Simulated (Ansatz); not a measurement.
## Ru under strain

Method: DFT r2SCAN, scalar-relativistic, plane waves, PAW (Ansatz). Run with 500 eV cutoff, 24×24×12 k-mesh, Gaussian smearing of 0.10 eV, no spin polarisation.

The relaxed crystal:

```
CELL_PARAMETERS angstrom
2.70246 0.00000 0.00000
-1.35123 2.34040 0.00000
0.00000 0.00000 4.26584
ATOMIC_POSITIONS crystal
Ru 0.33333 0.66667 0.25000
Ru 0.66667 0.33333 0.75000
```

Deformation: shear that moves c along a by the strain times its height over the a-b plane, the cell held and the atoms relaxed, all within the symmetry that the strain leaves. Energies are extrapolated to zero smearing. Stress is positive in compression, on the Cartesian axes of the cell above. On this cell's mesh the reference holds a stress of up to 0.60 GPa.

| strain (%) | ΔE (meV/atom) | a (Å) | b (Å) | c (Å) | σxx (GPa) | σyy (GPa) | σzz (GPa) | σyz (GPa) | σxz (GPa) | σxy (GPa) |
| --- | --- | --- | --- | --- | --- | --- | --- | --- | --- | --- |
| +0.0 | 0.0 | 2.702 | 2.702 | 4.266 | 0.34 | 0.34 | -0.60 | 0.00 | 0.00 | 0.00 |
| +1.0 | 0.9 | 2.702 | 2.702 | 4.266 | 0.35 | 0.35 | -0.55 | 0.00 | -2.01 | 0.00 |
| +2.0 | ? | 2.702 | 2.702 | 4.267 | ? | ? | ? | ? | ? | ? |
| +3.0 | ? | 2.702 | 2.702 | 4.268 | ? | ? | ? | ? | ? | ? |

Task: Fill in the row at +2.0 %.

Result: ΔE 3.4 meV/atom; σxx 0.35 GPa; σyy 0.40 GPa; σzz -0.40 GPa; σyz 0.00 GPa; σxz -4.00 GPa; σxy 0.00 GPa.

Task: Fill in the row at +3.0 %.

Result: ΔE 7.6 meV/atom; σxx 0.40 GPa; σyy 0.44 GPa; σzz -0.14 GPa; σyz 0.00 GPa; σxz -5.97 GPa; σxy 0.00 GPa.

2 further runs of this set didn't finish or converge.